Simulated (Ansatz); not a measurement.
RuO2 (rutile)

```
RuO2
1.0
    4.47993     0.00000     0.00000
    0.00000     4.47993     0.00000
    0.00000     0.00000     3.10691
Ru O
2 4
Direct
  0.50000   0.50000   0.50000
  0.00000   0.00000   0.00000
  0.80532   0.80532   0.50000
  0.30532   0.69468   0.00000
  0.69468   0.30532   0.00000
  0.19468   0.19468   0.50000
```

In each cell atom 1 (Ru, nearest neighbour O at 1.934 Å; its periodic images, 3.1 Å or more away, move with it) moves by s·(0.577, 0.577, 0.577) (along Cartesian [111]), the rest being held.

Method: r2SCAN (plane waves to 500 eV, PAW, scalar-relativistic; Ansatz, a first-principles code). k mesh 9×9×12 (Γ-centred), Fermi-Dirac smearing 0.05 eV. Energies are smeared free energies. With partly filled bands, energies and forces of such displacements shift with the k mesh and the smearing. RuO2 is run without spin polarisation and with no Hubbard U. RuO2 was relaxed with its symmetry unable to fall. ΔE is measured from the undisplaced structure. The last digit holds for this mesh only.

| s (Å) | ΔE (meV/cell) |
|---|---|
| -0.390 | 2041.4 |
| -0.312 | withheld |
| -0.234 | 717.0 |
| -0.156 | 317.4 |
| -0.078 | 79.3 |
| 0.000 | 0.0 |
| 0.078 | 79.3 |
| 0.156 | 317.4 |
| 0.234 | 717.0 |
| 0.312 | withheld |
| 0.390 | 2041.4 |

### Question
Fit an even polynomial form (powers 2, 4, 6) to the given rows and predict ΔE at s = 0.312.

### Answer
Least squares on the 9 given rows: ΔE = (13020)·s² + (626.9)·s⁴ + (13210)·s⁶, in meV/cell with s in Å; root-mean-square residual 0.05 meV/cell. At 0.312 the fit gives 1285.5 meV/cell; the calculation gives 1286.4 meV/cell, so the interpolation is off by -0.9 (-0.1 %). The quadratic term alone would give 1267.4 meV/cell.

(For displaced atoms, the force is minus the slope of the energy, and its curvature is a force constant, which sets phonon frequencies.)
